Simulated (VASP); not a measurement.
# Rh in VASP: work function with PBE

Aim: the work function of Rh with PBE.

Everything below comes from runs of VASP 6.6.1. Logs are shortened: lines on timing, memory, paths and dates and some standing lists are left out, and cuts for length are marked.

## Step 1: The structure

The cell holds a slab with vacuum, 1 atom: a = 2.719 Å, b = 2.719 Å, c = 21.245 Å, α = 90.00°, β = 90.00°, γ = 120.00°.

The cell was built by a generator and needn't be a form met in nature.

## Step 2: Work function, PBE

Input file INCAR:

```
PREC     = Accurate       # precision mode
ENCUT    = 520            # plane-wave cutoff, eV
EDIFF    = 1E-7           # SCF threshold, eV
ISMEAR   = 1              # smearing method
SIGMA    = 0.1            # smearing width, eV
LREAL    = F              # projectors in reciprocal space
LASPH    = T              # aspherical terms in the spheres
NELM     = 60             # most SCF steps
ALGO     = Fast           # electronic algorithm
ISIF     = 2              # what is computed and relaxed
LWAVE    = F              # write WAVECAR
LCHARG   = T              # write CHGCAR
LDIPOL   = T            
IDIPOL   = 3            
DIPOL    = 0.5 0.5 0.500
GGA      = PE             # functional
LELF     = T              # ELF
LVHAR    = T            
LVACPOTAV= T
```

Input file KPOINTS:

```
regular mesh
0
Gamma
  14 14 1
```

Input file POSCAR:

```
Rh                                      
1.0
    2.7193470000      0.0000000000      0.0000000000
   -1.3596735000      2.3550235400      0.0000000000
    0.0000000000      0.0000000000     21.2445491100
  Rh            
     1
Direct
     0.6666669999999968    0.3333330000000032    0.5000000000000000
```

Potentials or basis: VASP PAW PBE potentials, release 64 (Rh_pv).

Command:

```bash
$ cat potpaw_PBE.64/Rh_pv/POTCAR > POTCAR
$ mpirun -np 1 vasp_std > vasp.out
```

OUTCAR:

```text
PREC = Accurate
   ENCUT = 520
   EDIFF = 1E-7
   ISMEAR = 1
   LREAL = F
   LASPH = T
   NELM = 60
   ISIF = 2
   GGA = PE

 ion  position               nearest neighbor table
   1  0.667  0.333  0.500-

  LATTYP: Found a hexagonal cell.
 ALAT       =     2.7193470000
 C/A-ratio  =     7.8123715399

  Lattice vectors:

 A1 = (   2.7193470000,   0.0000000000,   0.0000000000)
 A2 = (  -1.3596735000,   2.3550235400,   0.0000000000)
 A3 = (   0.0000000000,   0.0000000000,  21.2445491100)

Analysis of symmetry for initial positions (statically):
=====================================================================
 Subroutine PRICEL returns:
 Original cell was already a primitive cell.

 Routine SETGRP: Setting up the symmetry group for a
 hexagonal supercell.

 Subroutine GETGRP returns: Found 24 space group operations
 (whereof 12 operations were pure point group operations)
 out of a pool of 24 trial point group operations.

The static configuration has the point symmetry D_3h.
 The point group associated with its full space group is D_6h.

Analysis of symmetry for dynamics (positions and initial velocities):
=====================================================================
 Subroutine PRICEL returns:
 Original cell was already a primitive cell.

 Routine SETGRP: Setting up the symmetry group for a
 hexagonal supercell.

 Subroutine GETGRP returns: Found 24 space group operations
 (whereof 12 operations were pure point group operations)
 out of a pool of 24 trial point group operations.

The dynamic configuration has the point symmetry D_3h.
 The point group associated with its full space group is D_6h.

 Subroutine INISYM returns: Found 24 space group operations
 (whereof 12 operations are pure point group operations),
 and found     1 'primitive' translations

----------------------------------------------------------------------------------------

                                     Primitive cell

  volume of cell :     136.0528

  direct lattice vectors                    reciprocal lattice vectors
     2.719347000  0.000000000  0.000000000     0.367735342  0.212312103  0.000000000
    -1.359673500  2.355023540  0.000000000     0.000000000  0.424624206  0.000000000
     0.000000000  0.000000000 21.244549110     0.000000000  0.000000000  0.047070898

  length of vectors
     2.719347000  2.719346962 21.244549110     0.424624200  0.424624206  0.047070898

  position of ions in fractional coordinates (direct lattice)
     0.666667000  0.333333000  0.500000000

  ion indices of the primitive-cell ions
   primitive index   ion index
                 1           1

----------------------------------------------------------------------------------------

 KPOINTS: regular mesh

Automatic generation of k-mesh.
 Grid dimensions read from file:
 generate k-points for:   14   14    1

 Generating k-lattice:

  Cartesian coordinates                     Fractional coordinates (reciprocal lattice)
     0.026266810  0.015165150  0.000000000     0.071428571  0.000000000  0.000000000
     0.000000000  0.030330300  0.000000000     0.000000000  0.071428571  0.000000000
     0.000000000  0.000000000  0.047070898     0.000000000  0.000000000  1.000000000

  Length of vectors
     0.030330300  0.030330300  0.047070898

  Shift w.r.t. Gamma in fractional coordinates (k-lattice)
     0.000000000  0.000000000  0.000000000

 Subroutine IBZKPT returns following result:
 ===========================================

 Found     24 irreducible k-points:

 Following reciprocal coordinates:
            Coordinates               Weight
  0.000000  0.000000  0.000000      1.000000
  0.071429  0.000000  0.000000      6.000000
  0.142857 -0.000000  0.000000      6.000000
  0.214286  0.000000  0.000000      6.000000
  0.285714  0.000000  0.000000      6.000000
  0.357143 -0.000000  0.000000      6.000000
[... 16 lines left out ...]
  0.285714  0.285714  0.000000      6.000000
  0.357143  0.285714  0.000000      6.000000
   k-points           NKPTS =     24   k-points in BZ     NKDIM =     24   number of bands    NBANDS=     11
   number of dos      NEDOS =    301   number of ions     NIONS =      1
   total plane-waves  NPLWV =  64000
   dimension x,y,z NGX =    20 NGY =   20 NGZ =  160
   dimension x,y,z NGXF=    40 NGYF=   40 NGZF=  320
   ions per type =               1
   NGX,Y,Z   is equivalent  to a cutoff of  12.23, 12.23, 12.52 a.u.
   NGXF,Y,Z  is equivalent  to a cutoff of  24.45, 24.45, 25.04 a.u.
 SYSTEM =  unknown system
   PREC   = accura    normal or accurate (medium, high low for compatibility)
   ISTART =      0    job   : 0-new  1-cont  2-samecut
   ICHARG =      2    charge: 1-file 2-atom 10-const
   ISPIN  =      1    spin polarized calculation?
   LNONCOLLINEAR =      F non collinear calculations
   LSORBIT =      F    spin-orbit coupling
   LASPH  =      T    aspherical Exc in radial PAW
   ENCUT  =  520.0 eV  38.22 Ry    6.18 a.u.   5.06  5.06 39.50*2*pi/ulx,y,z
   NELM   =     60;   NELMIN=  2; NELMDL= -5     # of ELM steps
   EDIFF  = 0.1E-06   stopping-criterion for ELM
   LREAL  =      F    real-space projection
   EDIFFG = 0.1E-05   stopping-criterion for IOM
   NSW    =      0    number of steps for IOM
   IBRION =     -1    ionic relax: 0-MD 1-quasi-New 2-CG
   NFREE  =      0    steps in history (QN), initial steepest desc. (CG)
   ISIF   =      2    stress and relaxation
   ISYM   =      2    0-nonsym 1-usesym 2-fastsym
   POTIM  = 0.5000    time-step for ionic-motion
   TEBEG  =    0.0;   TEEND  =   0.0 temperature during run
   PSTRESS=    0.0 pullay stress
   NELECT =      15.0000    total number of electrons
   NUPDOWN=      -1.0000    fix difference up-down
   EMIN   =  10.00;   EMAX   =-10.00  energy-range for DOS
   EFERMI =   0.00;   METHOD = LEGACY
   ISMEAR =     1;   SIGMA  =   0.10  broadening in eV -4-tet -1-fermi 0-gaus
   EFERMI_NEDOS =   21; number of points for ismear=-14 and -15
   IALGO  =     68    algorithm
   IMIX   =      4    mixing-type and parameters
     AMIX     =   0.40;   BMIX     =  1.00
     AMIX_MAG =   1.60;   BMIX_MAG =  1.00
  volume/ion in A,a.u.               =     136.05       918.13
  Fermi-wavevector in a.u.,A,eV,Ry     =   0.785000  1.483434  8.384242  0.616224
  Thomas-Fermi vector in A             =   1.889246
   LORBIT       =      0    0 simple, 1 ext, 2 COOP (PROOUT), +10 PAW based schemes
   GGA     = PE    functional components
   LHFCALC =     F    Hartree Fock is set to
   AEXX    =    0.0000 exact exchange contribution
   IVDW    =     0    specifies the selected vdW correction
   LEPSILON=     F    determine dielectric tensor
   LRPA    =     F    only Hartree local field effects (RPA)
 non-spin polarized calculation
 RMM-DIIS sequential band-by-band and
 Methfessel and Paxton  Order N= 1 SIGMA  =   0.10
  energy-cutoff  :      520.00
  volume of cell :      136.05
 maximum number of plane-waves:      3709
   NGX = 11   NGY = 11   NGZ = 79

 number of electron      14.9999997 magnetization

 dipolmoment           0.000000      0.000000     -0.000000 electrons x Angstroem

 Free energy of the ion-electron system (eV)
  ---------------------------------------------------
  ext. energy  EPLUGINS =         0.00000000
  ---------------------------------------------------
  free energy    TOTEN  =        -5.32177661 eV

  energy without entropy =       -5.31848764  energy(sigma->0) =       -5.32068029

 E-fermi :  -4.2010     XC(G=0):  -2.3140

 val. band max:       -4.2097060838   @ k =   0.2857   0.2143   0.0000
 cond. band min:      -4.1857364416   @ k =   0.3571  -0.0000   0.0000
 fundamental gap:      0.0239696422
 Fermi energy:        -4.2009607615

 k-point     1 :       0.0000    0.0000    0.0000
  band No.  band energies     occupation
      1     -49.7745      2.00000
      2     -49.7745      2.00000
      3     -49.5768      2.00000
      4      -8.8774      2.00000
      5      -5.9592      2.00000
      6      -5.9592      2.00000
      7      -5.4441      2.00000
      8      -3.7225     -0.00000
      9      -3.7225     -0.00000
     10      -2.1837      0.00000
     11       1.5038      0.00000

 k-point     2 :       0.0714    0.0000    0.0000
  band No.  band energies     occupation
      1     -49.7995      2.00000
      2     -49.7805      2.00000
      3     -49.5735      2.00000
      4      -8.6913      2.00000
      5      -6.0480      2.00000
      6      -5.8339      2.00000
      7      -5.3781      2.00000
      8      -4.0924     -0.06377
      9      -3.7520     -0.00000
     10      -1.7668      0.00000
     11       1.6366      0.00000

 k-point     3 :       0.1429   -0.0000    0.0000
  band No.  band energies     occupation
      1     -49.8692      2.00000
      2     -49.7972      2.00000
      3     -49.5642      2.00000
      4      -8.1941      2.00000
      5      -6.2306      2.00000
      6      -5.4708      2.00000
      7      -5.1844      2.00000
      8      -4.7494      2.00000
      9      -3.8337     -0.00000
     10      -0.9472      0.00000
     11       2.0350      0.00000

 k-point     4 :       0.2143    0.0000    0.0000
  band No.  band energies     occupation
      1     -49.9690      2.00000
      2     -49.8213      2.00000
      3     -49.5508      2.00000
      4      -7.7255      2.00000
      5      -6.1309      2.00000
      6      -5.3926      2.00000
      7      -4.9102      2.00000
      8      -4.8657      2.00000
      9      -3.9495     -0.00217
     10       0.0291      0.00000
     11       2.6981      0.00000
[... 239 lines left out ...]
 k-point    22 :       0.3571    0.2143    0.0000
  band No.  band energies     occupation
      1     -50.1993      2.00000
      2     -50.0110      2.00000
      3     -49.5048      2.00000
      4      -7.1598      2.00000
      5      -6.2986      2.00000
      6      -5.1108      2.00000
      7      -5.0669      2.00000
      8      -4.2355      1.54747
      9       1.8735      0.00000
     10       4.6643      0.00000
     11       5.5206      0.00000

 k-point    23 :       0.2857    0.2857    0.0000
  band No.  band energies     occupation
      1     -50.1717      2.00000
      2     -50.0458      2.00000
      3     -49.5041      2.00000
      4      -6.6677      2.00000
      5      -6.1447      2.00000
      6      -5.6665      2.00000
      7      -5.3311      2.00000
      8      -4.2303      1.47417
      9       2.0532      0.00000
     10       5.5851      0.00000
     11       5.8770      0.00000

 k-point    24 :       0.3571    0.2857    0.0000
  band No.  band energies     occupation
      1     -50.1555      2.00000
      2     -50.0811      2.00000
      3     -49.5020      2.00000
      4      -6.5008      2.00000
      5      -6.0179      2.00000
      6      -5.7030      2.00000
      7      -5.5556      2.00000
      8      -4.2594      1.82601
      9       3.6704      0.00000
     10       4.4510      0.00000
     11       6.0152      0.00000

------------------------ aborting loop because EDIFF is reached ----------------------------------------

  FORCE on cell =-STRESS in cart. coord.  units (eV):
  Direction    XX          YY          ZZ          XY          YZ          ZX
  --------------------------------------------------------------------------------------
  -------------------------------------------------------------------------------------
  Total       -3.2250149     -3.2250148     -0.0076101      0.0000000      0.0000000      0.0000000
  in kB      -37.9782470    -37.9782456     -0.0896179      0.0000000      0.0000000      0.0000000
  external PRESSURE =     -25.3487035 kB  Pullay stress =       0.0000000 kB

 VOLUME and BASIS-vectors are now :
 -----------------------------------------------------------------------------
  energy-cutoff  :      520.00
  volume of cell :      136.05
      direct lattice vectors                 reciprocal lattice vectors
     2.719347000  0.000000000  0.000000000     0.367735342  0.212312103  0.000000000
    -1.359673500  2.355023540  0.000000000     0.000000000  0.424624206  0.000000000
     0.000000000  0.000000000 21.244549110     0.000000000  0.000000000  0.047070898

 POSITION                                       TOTAL-FORCE (eV/Angst)
 -----------------------------------------------------------------------------------
      1.35967      0.78501     10.62227         0.000000      0.000000      0.000000
 -----------------------------------------------------------------------------------
    total drift:                               -0.000728      0.000420      0.000044

  FREE ENERGIE OF THE ION-ELECTRON SYSTEM (eV)
  ---------------------------------------------------
  free  energy   TOTEN  =        -5.3217766094 eV

  energy  without entropy=       -5.3184876420  energy(sigma->0) =       -5.32068029

 vacuum level on the upper side and lower side of the slab         1.802         1.802
```

Run time: 64 s. Hardware: 1 thread of Intel Xeon Platinum 8375C at 2.90GHz (Ice Lake), shared host; peak memory 0.24 GiB.

What came out:

```
Free energy                     : -5.3218 eV
Band gap on the k mesh          : none (metal or under the smearing width)
Work function of the upper face : 6.00 eV
Work function of the lower face : 6.00 eV
```

Levels at points of the mesh, in eV from the Fermi level:
```csv
k point,band 4,band 5,band 6,band 7,band 8,band 9,band 10,band 11
"(0.00, 0.00, 0.00)",-4.68,-1.76,-1.76,-1.24,0.48,0.48,2.02,5.70
"(0.50, 0.00, 0.00)",-4.11,-2.50,-0.09,-0.07,1.39,3.53,8.20,8.69
```
